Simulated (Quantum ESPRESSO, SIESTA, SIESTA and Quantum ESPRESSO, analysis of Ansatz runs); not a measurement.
**Al_Si in SiC (F-43m): how far do the levels depend on the basis and the program? (SIESTA and Quantum ESPRESSO)**

We place the charge-transition levels of Al_Si in SiC (F-43m) with atom-centred orbitals, then repeat the energies at other levels of method to see what holds. Model: a cell of 54 host atoms with 1 Si taken out and 1 Al put in.

Calculated with SIESTA and Quantum ESPRESSO; SIESTA numerical-orbital DFT, PBEsol, DZP basis, PseudoDojo 0.4.1 potentials converted to PSML; charged supercells in a uniform background, point-charge correction with alignment at far sites.

### 1. The structure

The cell holds 54 atoms: 26 Si, 27 C and 1 Al. Its edges and angles: a = 9.283 Å, b = 9.283 Å, c = 9.283 Å, α = 60.0°, β = 60.0°, γ = 60.0°. It derives from SiC (space group F-43m). Nearest the centre at fractional (0.333, 0.667, 0.667): Al35 at 0.00 Å, C36 at 1.89 Å, C18 at 1.89 Å, C30 at 1.89 Å, C34 at 1.89 Å, Si25 at 3.09 Å, Si13 at 3.09 Å, Si21 at 3.09 Å.

Coordinates:

```xyz
54
Lattice="0.0000 6.5644 6.5644 6.5644 0.0000 6.5644 6.5644 6.5644 0.0000" Properties=species:S:1:pos:R:3 pbc="T T T"
Si    0.0000    0.0000    0.0000
C     1.0941    1.0941    1.0941
Si    2.1882    2.1882    0.0000
C     3.2822    3.2822    1.0941
Si    4.3763    4.3763    0.0000
C     5.4703    5.4703    1.0941
Si    2.1882    0.0000    2.1882
C     3.2822    1.0941    3.2822
Si    4.3763    2.1882    2.1882
C     5.4703    3.2822    3.2822
Si    6.5644    4.3763    2.1882
C     7.6585    5.4703    3.2822
Si    4.3763    0.0000    4.3763
C     5.4703    1.0941    5.4703
Si    6.5644    2.1882    4.3763
C     7.6585    3.2822    5.4703
Si    8.7526    4.3763    4.3763
C     9.8466    5.4703    5.4703
Si    0.0000    2.1882    2.1882
C     1.0941    3.2822    3.2822
Si    2.1882    4.3763    2.1882
C     3.2822    5.4703    3.2822
Si    4.3763    6.5644    2.1882
C     5.4703    7.6585    3.2822
Si    2.1882    2.1882    4.3763
C     3.2822    3.2822    5.4703
Si    4.3763    4.3763    4.3763
C     5.4703    5.4703    5.4703
Si    6.5644    6.5644    4.3763
C     7.6585    7.6585    5.4703
Si    4.3763    2.1882    6.5644
C     5.4703    3.2822    7.6585
Si    6.5644    4.3763    6.5644
C     7.6585    5.4703    7.6585
Al    8.7526    6.5644    6.5644
C     9.8466    7.6585    7.6585
Si    0.0000    4.3763    4.3763
C     1.0941    5.4703    5.4703
Si    2.1882    6.5644    4.3763
C     3.2822    7.6585    5.4703
Si    4.3763    8.7526    4.3763
C     5.4703    9.8466    5.4703
Si    2.1882    4.3763    6.5644
C     3.2822    5.4703    7.6585
Si    4.3763    6.5644    6.5644
C     5.4703    7.6585    7.6585
Si    6.5644    8.7526    6.5644
C     7.6585    9.8466    7.6585
Si    4.3763    4.3763    8.7526
C     5.4703    5.4703    9.8466
Si    6.5644    6.5644    8.7526
C     7.6585    7.6585    9.8466
Si    8.7526    8.7526    8.7526
C     9.8466    9.8466    9.8466
```

Known beforehand: the electronic dielectric constant, 7.10, and the static one, 10.43, from a response run on this crystal (DFPT, PBEsol, Quantum ESPRESSO) at that run's own cell.

The cell's shortest repeat is 9.3 Å.

The primitive cell was relaxed at this level beforehand, to 20.95 Å³.

The defect-free supercell was relaxed beforehand, from displaced atoms: they ended at most 0.01 Å from the sites they started about, so the symmetric structure holds.

### 2. Band edges

Levels are counted from the valence top, which comes from the unit cell, dense mesh; the energy of the host comes from the defect-free supercell at the defects' own k-points, so that the host's part of the sampling error cancels.

host.fdf reads:

```
SystemName                      SiC
SystemLabel                     host
NumberOfSpecies                 2
NumberOfAtoms                   2
%block ChemicalSpeciesLabel
  1   14 Si
  2    6 C
%endblock ChemicalSpeciesLabel
LatticeConstant                 1.0 Ang
%block LatticeVectors
     0.000001000     2.188136000     2.188136000
     2.188136000     0.000001000     2.188136000
     2.188136000     2.188136000     0.000001000
%endblock LatticeVectors
AtomicCoordinatesFormat         Fractional
%block AtomicCoordinatesAndAtomicSpecies
     0.000003199     0.000003199     0.000003199  1
     0.249996972     0.249996972     0.249996972  2
%endblock AtomicCoordinatesAndAtomicSpecies
%block kgrid.MonkhorstPack
   12   0   0  0.00
    0  12   0  0.00
    0   0  12  0.00
%endblock kgrid.MonkhorstPack
XC.Functional                   GGA
XC.Authors                      PBEsol
PAO.BasisSize                   DZP
PAO.EnergyShift                 0.005 Ry
Mesh.Cutoff                     300 Ry
OccupationFunction              FD
ElectronicTemperature           0.01 eV
MaxSCFIterations                150
SCF.MustConverge                true
SCF.Mixer.Method                Pulay
SCF.Mixer.Weight                0.2
SCF.Mixer.History               10
SCF.DM.Tolerance                1.0e-4
SCF.H.Tolerance                 1.0e-3 eV
WriteForces                     true
Charge.Mulliken                 end
```

Command:

```sh
> OMP_NUM_THREADS=1 siesta host.fdf > host.out
```

What it wrote:

```text
Version         : 5.4.2

                           ***********************
                           *  WELCOME TO SIESTA  *
                           ***********************

[...]
reinit: Reading from file host.fdf

reinit: -----------------------------------------------------------------------
reinit: System Name: SiC
reinit: -----------------------------------------------------------------------
reinit: System Label: host
reinit: -----------------------------------------------------------------------

initatom: Reading input for the pseudopotentials and atomic orbitals ----------
Species number:   1 Atomic number:   14 Label: Si
Species number:   2 Atomic number:    6 Label: C

[... pseudopotential checks and orbital generation ...]

prinput: Basis input

PAO.BasisType split

%block ChemicalSpeciesLabel
    1   14 Si                      # Species index, atomic number, species label
    2    6 C                       # Species index, atomic number, species label
%endblock ChemicalSpeciesLabel

%block PAO.Basis                 # Define Basis set
# WARNING: This information might be incomplete!
[...]
(Free)E + p*V (eV/cell)     -278.7432
Target enthalpy (eV/cell)     -278.7457
[...]
siesta: Final energy (eV):
siesta:  Band Struct. =    -101.151305
siesta:       Kinetic =     156.951378
siesta:       Hartree =      31.268314
siesta:         Exch. =     -90.540145
siesta:         Corr. =     -11.300426
siesta:   Exch.-corr. =    -101.840571
siesta:  Ion-electron =    -210.155603
siesta:       Ion-ion =    -154.969201
siesta:         Total =    -278.745682
siesta:         Fermi =      -6.333775
[...]
siesta: Stress tensor (static) (eV/Ang**3):
siesta:    -0.000116   -0.000014   -0.000014
siesta:    -0.000014   -0.000116   -0.000014
siesta:    -0.000014   -0.000014   -0.000116
[...]
siesta: Cell volume =         20.953310 Ang**3
[...]
siesta: Pressure (static):
siesta:                Solid            Molecule  Units
siesta:           0.00000127          0.00000094  Ry/Bohr**3
siesta:           0.00011615          0.00008588  eV/Ang**3
siesta:           0.18609783          0.13759288  kBar
[...]
mulliken: Qtot =        8.000

Mulliken Atomic Populations:
Atom #   charge [q] valence [e]  Species
     1    -0.114311    4.114311  Si
     2     0.114311    3.885689  C
 Total     0.000000

Job completed
```

Elapsed: 31 s, on 1 MPI rank of AMD EPYC 7R43, shared host; peak memory 0.2 GiB.

The gap at this level is 1.23 eV.

Test of the sampling: at one point at (¼, ¼, ¼) the host's energy lies 128 meV an atom above its value on the primitive cell's dense mesh, too far, so all defect runs take a 2×2×2 mesh.

(Part 1 of 3 ends here.)

[Logs are printed without paths, hosts, clocks, repeated set-up lines and the standing remarks that a program may print on its own settings, such as how far it seeks lower states.]

[Hosts, paths, dates, database ids (printed as entryN), source tags and the programs' standing remarks are cut or masked in the printed files.]

[For some hosts the program warned that the k-mesh of the response run may be too coarse for force constants and the static dielectric constant; such warnings are not shown here.]

[Charge tables in the logs are Mulliken or Hirshfeld populations, whose sizes and signs can differ; where basis functions stand at a vacancy, SIESTA counts their charge against the missing atom's valence.]

[In relaxation paths of CP2K, step 0 can be the structure after the first move, since the trajectory file begins there, and the last row can be the final structure solved once more.]
